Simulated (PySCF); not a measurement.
Maleic anhydride, C4H2O3.
SMILES with atom numbers: `[O:1]=[C:2]1[CH:3]=[CH:4][C:5](=[O:6])[O:7]1` (hydrogens: H8 on C3; H9 on C4)

Level: wB97X-D/pcSseg-2 in PySCF, non-relativistic, on one gas-phase PBE0-D3(BJ)/def2-TZVP geometry that isn't relaxed in the solvent. The solvent is an IEF-PCM continuum (cavity from Bondi-type radii × 1.2). Specific hydrogen bonds and non-electrostatic terms are outside this model.

Gas phase at wB97X-D/pcSseg-2: HOMO -10.68 eV, LUMO -1.48 eV, dipole 4.25 D.

Q: What does the continuum do to the energy, the frontier levels and the dipole at wB97X-D/pcSseg-2 in chloroform?

A: 
```
   solvent      ε  E(solvent) − E(gas) (kJ/mol)  polarisation term (kJ/mol)  distortion of the solute (kJ/mol)  HOMO (eV)  LUMO (eV)  dipole (D)
chloroform  4.711                        -25.86                      -29.61                               3.75     -10.68      -1.25        5.07
```

The polarisation term is half the interaction of the solute with the surface charges that it induces; the rest is the cost of distorting the solute's density. The sum is the electrostatic part of solvation alone.

Q: Which radius a makes the point-dipole formula ΔE = −[(ε − 1)/(2ε + 1)]·μ²/a³ give the value in chloroform, with the gas-phase dipole?

A: μ = 1.674 au and |ΔE| = 0.00985 Eh give a = 2.47 Å; the farthest nucleus lies 2.46 Å from the centroid of the nuclei. The formula assumes a rigid point dipole at the centre of a sphere.

Note: wB97X-D ran without an empirical dispersion term, which enters the total energy and its gradient alone.
